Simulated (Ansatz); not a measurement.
# Density of states of WSe2

```xyz
6
Lattice="3.2900 0.0000 0.0000 -1.6450 2.8492 0.0000 0.0000 0.0000 12.9700" Properties=species:S:1:pos:R:3 pbc="T T T"
W     0.0000    1.8995    3.2425
W     1.6450    0.9497    9.7275
Se    0.0000    1.8995    8.0544
Se    1.6450    0.9497    1.5694
Se    0.0000    1.8995   11.4006
Se    1.6450    0.9497    4.9156
```

The cell is COD entry 9009146, as deposited and not checked against the literature; nothing was relaxed.

No spin–orbit coupling, which matters for the heavy atoms here.

Theory: Ansatz 0.2.0, DFT, PBE, all-electron LAPW, scalar-relativistic.

The runs use a Γ-centred 11×11×3 k mesh, Fermi–Dirac smearing of 0.08 eV, basis error target 0.5 meV/atom, no spin polarisation.

States per eV and cell, averaged over 0.4 eV, from -7.0 to 5.6 eV, with energies (bin centres) from the valence-band top; empty bins are left out. The partial columns, the largest 3 alone, are projections on Löwdin-orthogonalised atomic shells (those that the program's projection atoms carry: the occupied ones and, for some elements, an empty d or f shell; other empty shells have no column), summed over atoms of an element. Weights on diffuse s and p shells depend on that basis and aren't pure angular character.

```
E (eV)  total  Se 4p  W 5d  W 6s
  -6.9   0.49   0.32  0.09  0.05
  -6.5   2.10   1.37  0.37  0.23
  -6.1   4.22   2.68  0.92  0.39
  -5.7   4.80   3.05  1.35  0.19
  -5.3   3.95   2.70  0.93  0.11
  -4.9   3.22   2.02  0.76  0.18
  -4.5   5.77   3.53  1.61  0.19
  -4.1   3.49   2.23  1.00  0.07
  -3.7   4.42   2.88  1.34  0.04
  -3.3   5.54   3.28  2.05  0.03
  -2.9   3.31   1.89  1.29  0.02
  -2.5   6.96   4.44  2.17  0.03
  -2.1   6.44   4.18  1.98  0.04
  -1.7   4.43   2.99  1.26  0.02
  -1.3   4.78   1.95  2.60  0.04
  -0.9   4.45   1.57  2.66  0.06
  -0.5   1.47   0.39  1.00  0.02
  -0.1   0.14   0.04  0.09  0.00
   1.1   0.73   0.24  0.42  0.00
   1.5   3.22   0.85  2.10  0.07
   1.9   6.53   1.71  4.41  0.10
   2.3   9.36   2.87  5.75  0.20
   2.7   5.56   2.01  3.08  0.08
   3.1   4.37   1.68  2.25  0.02
   3.5   2.70   1.23  1.23  0.01
   3.9   4.21   1.78  1.90  0.11
   4.3   2.92   1.12  1.17  0.24
   4.7   1.73   0.47  0.46  0.41
   5.1   1.30   0.23  0.10  0.52
   5.5   1.93   0.35  0.12  0.74
```

Problem. Which of the resolved shells contributes most in the top eV of the valence band?

Solution. W 5d, with 62 % of all states there; Se 4p follows with 33 %.
